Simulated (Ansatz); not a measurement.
# Te: the cost of one run

Method: DFT PBE, scalar-relativistic, in Ansatz 0.2.0.

## Step 1: The starting structure

Symmetry: C2/m, No. 12, monoclinic system. Conventional cell: a = 8.468 Å, b = 4.742 Å, c = 3.959 Å, α = 90.00°, β = 91.89°, γ = 90.00°. Te (site symmetry m) has 6 Te at 2.99 to 3.25 Å as nearest neighbours. Around Te (site symmetry 2/m) lie 6 Te at 2.99 to 3.10 Å.

Cell or atoms stand a little off a more symmetric structure (R-3m at a tolerance of 0.3 Å), so results at this geometry aren't those of that ideal crystal.

Structure file:

```cif
data_structure
_symmetry_space_group_name_H-M 'P 1'
_symmetry_Int_Tables_number 1
_cell_length_a 4.8529
_cell_length_b 4.8529
_cell_length_c 3.9595
_cell_angle_alpha 91.647
_cell_angle_beta 91.647
_cell_angle_gamma 58.500
_cell_volume 79.46
loop_
_atom_site_label
_atom_site_type_symbol
_atom_site_fract_x
_atom_site_fract_y
_atom_site_fract_z
_atom_site_occupancy
Te1 Te 0.67600 0.67600 0.67500 1
Te2 Te 0.32400 0.32400 0.32500 1
Te3 Te 0.00000 0.00000 0.00000 1
```

Atoms are numbered in the order of the input: Te1, Te2, Te3.

## Step 2: The deformed structure

Space group C2/m before, C2/m after.

## Step 3: All-electron LAPW

Contents of input.yaml:

```yaml
crystal:
  lattice:
    - [4.276441, -2.394912, 0.0]
    - [4.276441, 2.394912, 0.0]
    - [-0.1317545, 0.0, 3.95735]
  atoms:
    - { symbol: Te, position: [0.676, 0.676, 0.675] }
    - { symbol: Te, position: [0.324, 0.324, 0.325] }
    - { symbol: Te, position: [0.0, 0.0, 0.0] }
kpoints:
  mp_grid: { grid: [8, 8, 8] }
  band_path:
    path:
      - [0.0, 0.0, 0.0]
      - [-0.3284937889, 0.3284937889, 0.0]
      - [-0.6715062111, -0.3284937889, 0.0]
      - [-0.5, -0.5, 0.0]
      - [0.0, 0.0, 0.0]
      - [-0.5, -0.5, 0.5]
      - [-0.6771480823, -0.3228519177, 0.5]
      - [-0.3228519177, 0.3228519177, 0.5]
      - [0.0, 0.0, 0.5]
    npoints: 5
scf:
  occupations: { method: fermi_dirac, width: 0.05 }
hamiltonian:
  xc: pbe
  pseudopotentials: { kind: all_electron, lapw: { basis_error: 0.001 } }
output:
  forces: true
  stress: true
  eigenvalues: true
```

The run is started by

```bash
> ansatz run input.yaml --threads 1 --pin off --max-ram 4096MiB --backend cpu --events-out ev --progress --plain --runs-dir out
```

**Question.** How long does this run take on 1 thread of Intel Xeon 6975P-C (Granite Rapids), shared host, and how much memory does it need?

About 45 s, with a peak of 0.76 GiB.
